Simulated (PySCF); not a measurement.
# C3H6O, 10 atoms: a scaling test

To be measured: the time of a single point at PBE on C3H6O, and how the time changes with the share of the machine.

Program: PySCF 2.14.0 (single point, PBE, Gaussian basis). Host: Arm Neoverse N1, 56 cores, 56 hardware threads, 90 GiB; it was booked for these runs alone, one at a time. Each run is timed once from launch to exit, start-up included.

### Step 1. The system

A molecule of 10 atoms and 32 electrons, SMILES CC(C)=O, in the basis 6-31g.

### Step 2. The reference run

input.py reads:

```python
from pyscf import gto, scf, dft, mp, cc
mol = gto.M(basis='6-31g', verbose=4, max_memory=40000, atom='''
C -1.2600 -0.1100 -0.2500
C -0.0400 0.0000 0.6200
C 1.2800 0.1100 -0.0900
O -0.1200 0.0000 1.8500
H -1.1900 -1.0100 -0.8700
H -1.3500 0.7800 -0.8800
H -2.1600 -0.1800 0.3800
H 2.0900 0.1800 0.6500
H 1.4500 -0.7800 -0.7000
H 1.2900 1.0100 -0.7100
''')
mf = dft.RKS(mol, xc='pbe')
mf.kernel()
```

Run with:

```bash
> OMP_NUM_THREADS=56 OPENBLAS_NUM_THREADS=1 OPENBLAS_CORETYPE=ARMV8 taskset -c 8-63 python input.py
```

### Step 3. On 32 threads

input.py is that of step 2.

### Step 4. On 16 threads

input.py is that of step 3.

### Step 5. On 8 threads

input.py is that of step 4.

### Step 6. On 4 threads

input.py is that of step 5.

### Step 7. On 2 threads

input.py is that of step 6.

### Step 8. On 1 thread

input.py is that of step 7.

(Steps that only read results are left out.)

**Question.** How long do these runs take on this host, and what pays? Wanted: reference; fastest over threads; speed-up from 1 to 56 threads.

As calculated:

```
                     quantity                value
                    reference  1.8 s on 56 threads
         fastest over threads          1.6 s on 16
speed-up from 1 to 56 threads  3.3 (6 % efficient)
```

What this shows: Going from 1 to 56 threads cuts the time by a factor of 3.3, 6 % of the ideal. Efficiency stays over one half up to 4 threads among the points run; beyond that, several jobs side by side use the machine better. At a few seconds, start-up and serial parts weigh heavily. The figures hold for this build, input and host.
